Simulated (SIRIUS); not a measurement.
# Nb (Im-3m) in SIRIUS: equation of state

Aim: energy against volume of Nb in PBEsol, for its equilibrium volume and stiffness.

Everything below comes from runs of SIRIUS 7.10.0. Logs are shortened: lines on timing, memory, paths and dates and some standing lists are left out, and cuts for length are marked. The log counts tension as positive stress, the text compression.

**Measured values to compare with.**

From “Pressure effects on the electronic structure and superconductivity of (TaNb)0.67(HfZrTi)0.33 high entropy alloy”, 2019, arxiv:1910.08312, for a bulk crystal of Nb: bulk modulus 169 GPa.

The results are compared with them further down.

## Step 1: The crystal as given

The structure is cubic, space group Im-3m (No. 229). Conventional cell: a = 3.328 Å, b = 3.328 Å, c = 3.328 Å, α = 90.00°, β = 90.00°, γ = 90.00°. Nb (site symmetry m-3m) is surrounded by 8 Nb at 2.88 Å.

## Step 2: Single point, PBEsol, 17.32 Å³/atom (volume scaled by 0.94)

sirius.json

```json
{
  "control": {
    "processing_unit": "cpu",
    "verbosity": 2,
    "num_bands_to_print": 13,
    "print_forces": true,
    "print_stress": true
  },
  "parameters": {
    "electronic_structure_method": "pseudopotential",
    "xc_functionals": ["XC_GGA_X_PBE_SOL", "XC_GGA_C_PBE_SOL"],
    "gk_cutoff": 9.1,
    "pw_cutoff": 18.2,
    "ngridk": [11, 11, 11],
    "shiftk": [0, 0, 0],
    "smearing": "fermi_dirac",
    "smearing_width": 0.0018374661,
    "num_bands": 13,
    "num_mag_dims": 0,
    "num_dft_iter": 100,
    "energy_tol": 1e-08,
    "density_tol": 1e-06
  },
  "iterative_solver": {
    "type": "davidson",
    "min_tolerance": 1e-09,
    "tolerance_scale": [0.1, 0.25]
  },
  "mixer": {
    "type": "anderson",
    "beta": 0.7,
    "max_history": 8
  },
  "settings": {
    "tol_ne": 1e-10,
    "pseudo_grid_cutoff": 6.5
  },
  "unit_cell": {
    "lattice_vectors": [
      [-0.57735026919, 0.57735026919, 0.57735026919],
      [0.57735026919, -0.57735026919, 0.57735026919],
      [0.57735026919, 0.57735026919, -0.57735026919]
    ],
    "lattice_vectors_scale": 5.3350977906,
    "atom_coordinate_units": "lattice",
    "atom_types": ["Nb"],
    "atom_files": {
      "Nb": "Nb.json"
    },
    "atoms": {
      "Nb": [
        [0.0, 0.0, 0.0]
      ]
    }
  }
}
```

Potentials or basis: PseudoDojo 0.4.1 PBEsol standard (scalar relativistic).

On the command line:

```bash
$ upf_to_json Nb.upf
$ OMP_NUM_THREADS=1 sirius.scf --input=sirius.json --output=out.json --task=0
```

Standard output:

```text
[info] SIRIUS version : 7.10.0
[info] number of MPI ranks           : 1
[info] MPI grid                      : 1 1
[info] maximum number of OMP threads : 1
[fft] FFT context for density and potential
[fft] =====================================
[fft]   comm size                             : 1
[fft]   plane wave cutoff                     : 18.2
[fft]   grid size                             : 36 36 36   total : 46656
[fft]   grid limits                           : -17 18   -17 18   -17 18
[fft]   number of G-vectors within the cutoff : 5997
[fft]   local number of G-vectors             : 5997
[fft]   number of G-shells                    : 333
[fft] FFT context for coarse grid
[fft] =====================================
[fft]   comm size                             : 1
[fft]   plane wave cutoff                     : 18.2
[fft]   grid size                             : 36 36 36   total : 46656
[fft]   grid limits                           : -17 18   -17 18   -17 18
[fft]   number of G-vectors within the cutoff : 5997
[fft]   local number of G-vectors             : 5997
[fft]   number of G-shells                    : 333
[unit cell] lattice vectors
[unit cell]   a1 :      -3.0802201456      3.0802201456      3.0802201456
[unit cell]   a2 :       3.0802201456     -3.0802201456      3.0802201456
[unit cell]   a3 :       3.0802201456      3.0802201456     -3.0802201456
[unit cell] reciprocal lattice vectors
[unit cell]   b1 :       0.0000000000      1.0199247148      1.0199247148
[unit cell]   b2 :       1.0199247148      0.0000000000      1.0199247148
[unit cell]   b3 :       1.0199247148      1.0199247148      0.0000000000
[unit cell] unit cell volume :       116.89751046 [a.u.^3]
[unit cell] 1/sqrt(omega)    :         0.09249055
[unit cell] MT volume        :         0.00000000 ( 0.00%)
[unit cell] IT volume        :       116.89751046 (100.00%)
[unit cell] number of atom types : 1
[unit cell] type id : 0 symbol : Nb mt_radius :  16.590000 num_atoms : 1
[unit cell] total number of atoms : 1
[unit cell] number of symmetry classes : 1
[unit cell] number of PAW atoms : 0
[unit cell] atom id  type id  class id             position                      vector_field
[unit cell] ------------------------------------------------------------------------------------------
[unit cell]      0        0        0      0.00000   0.00000   0.00000      0.00000   0.00000   0.00000
[unit cell] atom id         position (Cartesian, a.u.)
[unit cell] ---------------------------------------------
[unit cell]      0       0.000000    0.000000    0.000000
[unit cell] class id : 0 atom id : 0
[unit cell] minimum bond length:     5.335098
[unit cell] total number of pseudo wave-functions: 10
[sym] space group number   : 229
[sym] international symbol : Im-3m
[sym] Hall symbol          : -I 4 2 3
[sym] space group transformation matrix :
[sym]  -0.5000  0.5000  0.5000
[sym]   0.5000 -0.5000  0.5000
[sym]   0.5000  0.5000 -0.5000
[sym] space group origin shift :
[sym]   0.0000  0.0000  0.0000
[sym] number of space group operations  : 48
[sym] number of magnetic group operations : 48
[sym] metric tensor error: 0.0000e+00
[sym] rotation matrix error: 3.3307e-16
[sym] symmetry operations
[... list of symmetry operations ...]
[atom type] label          : Nb
[atom type] --------------------------------------------------------------------------------
[atom type] symbol         : Nb
[atom type] name           :
[atom type] zn             : 13
[... 169 lines left out ...]
[find] Hartree energy of density residual : 4.570756212386e-07
[find] | SCF iteration   3 out of 100|
[diagonalize] iterative solver tolerance (occupied, empty): 6.95213e-05 6.95213e-05
[diagonalize] average number of iterations: 1.71429
[find] Total energy                   :     -62.25112861 (Ha),    -124.50225722 (Ry)
[find] Free energy (E-TS)             :     -62.25170554 (Ha),    -124.50341108 (Ry)
[find] band gap (eV)                  :       0.00000000
[find] Efermi                         :       0.68468208
[find] iteration : 3, RMS : 7.008800103734e-05, energy difference : -1.100800407983e-05
[find] Hartree energy of density residual : 1.344363956664e-08
[find] | SCF iteration   4 out of 100|
[diagonalize] iterative solver tolerance (occupied, empty): 7.0088e-06 7.0088e-06
[... 29 lines left out ...]
[find] Free energy (E-TS)             :     -62.25170701 (Ha),    -124.50341402 (Ry)
[find] band gap (eV)                  :       0.00000000
[find] Efermi                         :       0.68471383
[find] iteration : 7, RMS : 1.216870691046e-07, energy difference : -3.031971118617e-09
[find] Hartree energy of density residual : 3.406423488145e-13
[find] | SCF iteration   8 out of 100|
[diagonalize] iterative solver tolerance (occupied, empty): 1.21687e-08 1.21687e-08
[diagonalize] average number of iterations: 2.58929
[find] Total energy                   :     -62.25113023 (Ha),    -124.50226046 (Ry)
[find] Free energy (E-TS)             :     -62.25170701 (Ha),    -124.50341402 (Ry)
[find] band gap (eV)                  :       0.00000000
[find] Efermi                         :       0.68471376
[find] iteration : 8, RMS : 1.218669436952e-07, energy difference : -2.866613613151e-10
[find] Hartree energy of density residual : 4.315820864991e-13
[find] bands are converged : true
[find] iterative solver converged : false
[find] +------------------------------+
[find] | SCF iteration   9 out of 100|
[find] +------------------------------+
[diagonalize] iterative solver tolerance (occupied, empty): 3.04218e-09 3.04218e-09
[diagonalize] average number of iterations: 1.64286
[diagonalize] Lowest band energies
[diagonalize] ik:    0   -1.306054   -0.396231   -0.396231   -0.396231    0.465516    0.699061    0.699061    0.699061    0.810708    0.810708    1.215306    1.215306    1.215306
[diagonalize] ik:    1   -1.305227   -0.401107   -0.397700   -0.396277    0.478455    0.691047    0.696830    0.711724    0.799229    0.810780    1.225742    1.237763    1.244664
[diagonalize] ik:    2   -1.302992   -0.413825   -0.401588   -0.396402    0.511733    0.671576    0.686892    0.748409    0.787276    0.812566    1.239694    1.295046    1.300024
[diagonalize] ik:    3   -1.300024   -0.429768   -0.406568   -0.396571    0.544350    0.649440    0.684474    0.794265    0.804846    0.818650    1.212876    1.279763    1.391276
[diagonalize] ik:    4   -1.297256   -0.443804   -0.411038   -0.396731    0.550113    0.631545    0.720229    0.808922    0.828858    0.871521    1.160448    1.213129    1.412936
[diagonalize] ...
[diagonalize] ik:   51   -1.290349   -0.439399   -0.432316   -0.420843    0.573762    0.584037    0.736321    0.820196    0.888443    1.047307    1.092898    1.143341    1.402175
[diagonalize] ik:   52   -1.290663   -0.434586   -0.428012   -0.428012    0.571342    0.583109    0.795053    0.795053    0.854484    0.933327    1.201732    1.201732    1.329902
[diagonalize] ik:   53   -1.289426   -0.437457   -0.430984   -0.428757    0.558388    0.566470    0.810447    0.819180    0.897954    0.997437    1.110123    1.133939    1.396461
[diagonalize] ik:   54   -1.288838   -0.435491   -0.435491   -0.429209    0.554003    0.554003    0.815127    0.881979    0.881979    1.060418    1.060418    1.076690    1.446629
[diagonalize] ik:   55   -1.288272   -0.434927   -0.434015   -0.434015    0.543665    0.546006    0.879440    0.879440    0.897109    1.015751    1.063079    1.063079    1.408637
[find] Charges and magnetic moments
[find] --------------------------------------------------------------------------------
[find] total charge          : 13.000000
[find] Energy
[find] --------------------------------------------------------------------------------
[find] valence_eval_sum               :      -2.02381212
[find] <rho|V^{XC}>                   :      -9.89964100
[find] <rho|E^{XC}>                   :     -13.01260119
[find] <mag|B^{XC}>                   :       0.00000000
[find] <rho|V^{H}>                    :      14.39324892
[find] one-electron contribution      :      -6.51742004 (Ha),     -13.03484008 (Ry)
[find] hartree contribution           :       7.19662446
[find] xc contribution                :     -13.01260119
[find] ewald contribution             :     -49.91773509
[find] PAW contribution               :       0.00000000
[find] smearing (-TS)                 :      -0.00057678
[find] SCF correction                 :       0.00000163
[find] Total energy                   :     -62.25113023 (Ha),    -124.50226046 (Ry)
[find] Free energy (E-TS)             :     -62.25170701 (Ha),    -124.50341402 (Ry)
[find] band gap (eV)                  :       0.00000000
[find] Efermi                         :       0.68471386
[find] iteration : 9, RMS : 3.472257501874e-08, energy difference : -4.477982429307e-10
[find] Hartree energy of density residual : 1.736621589926e-14
[find] bands are converged : true
[find] iterative solver converged : true
[find] converged after 10 SCF iterations!
[find] Charges and magnetic moments
[find] --------------------------------------------------------------------------------
[find] total charge          : 13.000000
[find] Energy
[find] --------------------------------------------------------------------------------
[find] valence_eval_sum               :      -2.02381212
[find] <rho|V^{XC}>                   :      -9.89964100
[find] <rho|E^{XC}>                   :     -13.01260119
[find] <mag|B^{XC}>                   :       0.00000000
[find] <rho|V^{H}>                    :      14.39324892
[find] one-electron contribution      :      -6.51742004 (Ha),     -13.03484008 (Ry)
[find] hartree contribution           :       7.19662446
[find] xc contribution                :     -13.01260119
[find] ewald contribution             :     -49.91773509
[find] PAW contribution               :       0.00000000
[find] smearing (-TS)                 :      -0.00057678
[find] SCF correction                 :       0.00000163
[find] Total energy                   :     -62.25113023 (Ha),    -124.50226046 (Ry)
[find] Free energy (E-TS)             :     -62.25170701 (Ha),    -124.50341402 (Ry)
[find] band gap (eV)                  :       0.00000000
[find] Efermi                         :       0.68471386
[ground_state] === stress tensor components [kbar] ===
[ground_state] === stress_kin ===
[ground_state] -30552.203762    0.000000   -0.000000
[ground_state]     0.000000-30552.203762   -0.000000
[ground_state]    -0.000000   -0.000000-30552.203762
[ground_state] === stress_har ===
[ground_state] -6037.538724    0.000000   -0.000000
[ground_state]     0.000000-6037.538724   -0.000000
[ground_state]    -0.000000   -0.000000-6037.538724
[ground_state] === stress_ewald ===
[ground_state] 41878.002715   -0.000000    0.000000
[ground_state]    -0.00000041878.002715    0.000000
[ground_state]     0.000000    0.00000041878.002715
[ground_state] === stress_vloc ===
[ground_state] 13990.910944   -0.000000    0.000000
[ground_state]    -0.00000013990.910944    0.000000
[ground_state]     0.000000    0.00000013990.910944
[ground_state] === stress_xc ===
[ground_state] -7728.544826    0.000000   -0.000000
[ground_state]     0.000000-7728.544826   -0.000000
[ground_state]    -0.000000   -0.000000-7728.544826
[ground_state] === stress_core ===
[ground_state] 15787.152026   -0.000000    0.000000
[ground_state]    -0.00000015787.152026    0.000000
[ground_state]     0.000000    0.00000015787.152026
[ground_state] === stress_nonloc ===
[ground_state] -27367.585472    0.000000   -0.000000
[ground_state]     0.000000-27367.585472   -0.000000
[ground_state]    -0.000000   -0.000000-27367.585472
[ground_state] === stress_us_nl ===
[ground_state] -27367.585472    0.000000   -0.000000
[ground_state]     0.000000-27367.585472   -0.000000
[ground_state]    -0.000000   -0.000000-27367.585472
[ground_state] === stress_total ===
[ground_state]   -29.807100    0.000000   -0.000000
[ground_state]     0.000000  -29.807100    0.000000
[ground_state]    -0.000000    0.000000  -29.807100
[ground_state] ==== total Forces in Ha/bohr =====
[ground_state] atom:    0, force:       0.0000000      0.0000000      0.0000000
[... 8 lines left out ...]
[ground_state] ==== Ewald forces from ions =====
[ground_state] atom:    0, force:       0.0000000      0.0000000      0.0000000
[~DFT_ground_state] local op. applied: 16494
[~DFT_ground_state] evp. work count: 5181.36
[~DFT_ground_state] number of iterative solver steps: 1346
```

It took 20 s on 1 thread of Arm Neoverse V1, shared host; peak memory 0.27 GiB.

What came out:

* Free energy: -1693.9552 eV
* Pressure: 3.0 GPa
* Band gap on the k mesh: none (metal or under the smearing width)

## Step 3: Single point, PBEsol, 17.69 Å³/atom (volume scaled by 0.96)

Edit sirius.json of step 2 so:

```diff
@@ -43,3 +43,3 @@
     ],
-    "lattice_vectors_scale": 5.3350977906,
+    "lattice_vectors_scale": 5.3726701396,
     "atom_coordinate_units": "lattice",
```

Potentials or basis: PseudoDojo 0.4.1 PBEsol standard (scalar relativistic).

On the command line:

```bash
$ upf_to_json Nb.upf
$ OMP_NUM_THREADS=1 sirius.scf --input=sirius.json --output=out.json --task=0
```

Run time: 20 s. Hardware: 1 thread of Arm Neoverse V1, shared host; peak memory 0.27 GiB.

Results (log left out):

```yaml
Free_energy: -1693.9577 eV
Pressure: -0.9 GPa
Band_gap_on_the_k_mesh: none (metal or under the smearing width)
```

## Step 4: Single point, PBEsol, 18.06 Å³/atom (volume scaled by 0.98)

Edit sirius.json of step 3 so:

```diff
@@ -43,3 +43,3 @@
     ],
-    "lattice_vectors_scale": 5.3726701396,
+    "lattice_vectors_scale": 5.409724208,
     "atom_coordinate_units": "lattice",
```

On the command line:

```bash
$ upf_to_json Nb.upf
$ OMP_NUM_THREADS=1 sirius.scf --input=sirius.json --output=out.json --task=0
```

It took 20 s on 1 thread of Arm Neoverse V1, shared host; peak memory 0.27 GiB.

It converged, with:

| Item | Value |
| --- | --- |
| Free energy | -1693.9516 eV |
| Pressure | -4.4 GPa |
| Band gap on the k mesh | none (metal or under the smearing width) |

## Step 5: Single point, PBEsol, 18.80 Å³/atom (volume scaled by 1.02)

Edit sirius.json of step 4 so:

```diff
@@ -43,3 +43,3 @@
     ],
-    "lattice_vectors_scale": 5.409724208,
+    "lattice_vectors_scale": 5.4823466218,
     "atom_coordinate_units": "lattice",
```

On the command line:

```bash
$ upf_to_json Nb.upf
$ OMP_NUM_THREADS=1 sirius.scf --input=sirius.json --output=out.json --task=0
```

Wall time 20 s (1 thread of Arm Neoverse V1, shared host); peak memory 0.28 GiB.

It converged, with:

```
Free energy            : -1693.9167 eV
Pressure               : -10.7 GPa
Band gap on the k mesh : none (metal or under the smearing width)
```

## Step 6: Single point, PBEsol, 19.17 Å³/atom (volume scaled by 1.04)

Edit sirius.json of step 5 so:

```diff
@@ -43,3 +43,3 @@
     ],
-    "lattice_vectors_scale": 5.4823466218,
+    "lattice_vectors_scale": 5.5179472726,
     "atom_coordinate_units": "lattice",
```

Potentials or basis: PseudoDojo 0.4.1 PBEsol standard (scalar relativistic).

On the command line:

```bash
$ upf_to_json Nb.upf
$ OMP_NUM_THREADS=1 sirius.scf --input=sirius.json --output=out.json --task=0
```

Wall time 20 s (1 thread of Arm Neoverse V1, shared host); peak memory 0.28 GiB.

It converged, with:

```yaml
Free_energy: -1693.8891 eV
Pressure: -13.4 GPa
Band_gap_on_the_k_mesh: none (metal or under the smearing width)
```

## Step 7: Single point, PBEsol, 19.53 Å³/atom (volume scaled by 1.06)

Edit sirius.json of step 6 so:

```diff
@@ -43,3 +43,3 @@
     ],
-    "lattice_vectors_scale": 5.5179472726,
+    "lattice_vectors_scale": 5.5530943813,
     "atom_coordinate_units": "lattice",
```

On the command line:

```bash
$ upf_to_json Nb.upf
$ OMP_NUM_THREADS=1 sirius.scf --input=sirius.json --output=out.json --task=0
```

Wall time 22 s (1 thread of Arm Neoverse V1, shared host); peak memory 0.28 GiB.

It converged, with:

| Quantity | Value |
| --- | --- |
| Free energy | -1693.8556 eV |
| Pressure | -15.8 GPa |
| Band gap on the k mesh | none (metal or under the smearing width) |

## Step 8: Equation of state, PBEsol

Potentials or basis: PseudoDojo 0.4.1 PBEsol standard (scalar relativistic).

This step only gathers the single runs of the series.

What came out:

| Item | Value |
| --- | --- |
| Equilibrium volume | 17.61 Å³/atom |
| Bulk modulus | 181 GPa |
| Pressure derivative of the bulk modulus | 3.3 |

Energy against volume, from the lowest point:
```csv
volume (Å³/atom),energy (meV/atom)
17.322,2.45
17.691,0.00
18.060,6.06
18.428,19.95
18.797,41.01
19.165,68.61
19.534,102.13
```

## Step 9: How close it comes

Step 8. A measured bulk modulus of Nb is 169 GPa (quoted in “Pressure effects on the electronic structure and superconductivity of (TaNb)0.67(HfZrTi)0.33 high entropy alloy”, 2019, arxiv:1910.08312); the calculated 181 GPa misses it by +7.3 %. The fit is for a static lattice scaled at fixed shape and fixed fractional positions.
